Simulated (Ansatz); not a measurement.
Runs of Ansatz 0.2.0 on KMgF3. Symmetry: Pm-3m, No. 221, cubic system. Conventional cell: a = 3.986 Å, b = 3.986 Å, c = 3.986 Å, α = 90.00°, β = 90.00°, γ = 90.00°. K (site symmetry m-3m) is surrounded by 12 F at 2.82 Å. Mg (site symmetry m-3m) has 6 F at 1.99 Å as nearest neighbours. Around F (site symmetry 4/mmm) lie 2 Mg at 1.99 Å. 

```tsv
task	level	cell	k mesh	cutoff (eV)	points for each segment of the path	gap on the mesh (eV)	pressure (GPa)
band structure	PBE0	as given	6 × 6 × 6	420	4	10.34	-
band structure	LDA	as given	7 × 7 × 7	420	14	(b)	-4.5
band structure	PBE	as given	7 × 7 × 7	420	14	(a)	3.8
band structure	HSE06	as given	6 × 6 × 6	420	4	(c)	-
band structure	PBEsol	as given	7 × 7 × 7	420	14	7.18	0.3
relaxation of cell and atoms	r2SCAN	relaxed	7 × 7 × 7	500	-	8.33	0.0
```

Alike in all rows: potentials or basis Ansatz PAW; no spin polarisation; smearing fermi-dirac 0.05 eV.

Q: Fill in the values left out.

A: (a) 7.37; (b) 7.02; (c) 9.58.

Caveats: the PAW data sets come from PBE, with cores solved anew for the run's functional, which leaves a small shift of forces and pressure (some runs); odd divisions of the mesh miss points on the zone boundary, where band edges often lie, so the gap on the mesh can be too wide (some runs); the plane-wave basis is chosen anew once the cell has moved, so the energies of steps on either side of that aren't comparable (some runs).

A k mesh can miss the band edges.

Not every run made on this cell is shown here.
